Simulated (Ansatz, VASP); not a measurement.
GaAs: VASP beside Ansatz

```
CELL_PARAMETERS angstrom
0.00000 2.82685 2.82685
2.82685 0.00000 2.82685
2.82685 2.82685 0.00000
ATOMIC_POSITIONS crystal
As 0.75000 0.75000 0.75000
Ga 0.00000 0.00000 0.00000
```

Alike in both runs: task single point; functional RPBE; dispersion D3(BJ); k mesh 8 × 8 × 8; occupations fermi-dirac, width 0.05 eV; no spin polarisation.

|  | VASP | Ansatz |
| --- | --- | --- |
| version | VASP 6.6.1 | Ansatz 0.2.0 |
| potentials or method | VASP PAW PBE potentials, release 64 (As, Ga_d) | Ansatz PAW |
| plane-wave cutoff (eV) | 520 | 420 |
| valence electrons in the cell | 18 | 28 |

VASP gave:

* gap on the k mesh at the Fermi level (eV): 0.65
* least direct gap on the mesh (eV): 0.65
* pressure (GPa): -5.6
* dispersion energy (meV/atom): -1382.0

Question: Estimate Ansatz's values.

Answer: gap on the k mesh at the Fermi level (eV): 0.64; least direct gap on the mesh (eV): 0.64; pressure (GPa): -5.7; dispersion energy (meV/atom): -1382.1.

The two sets of potentials don't hold the same shells in valence.

Caveats: the PAW data sets were made with another functional, which shifts forces and pressure a little (VASP); the PAW data sets come from PBE, with cores solved anew for the run's functional, which leaves a small shift of forces and pressure (Ansatz). A k mesh can miss the band edges. Expect the measured gap to be larger: semilocal functionals such as RPBE lack the derivative discontinuity.
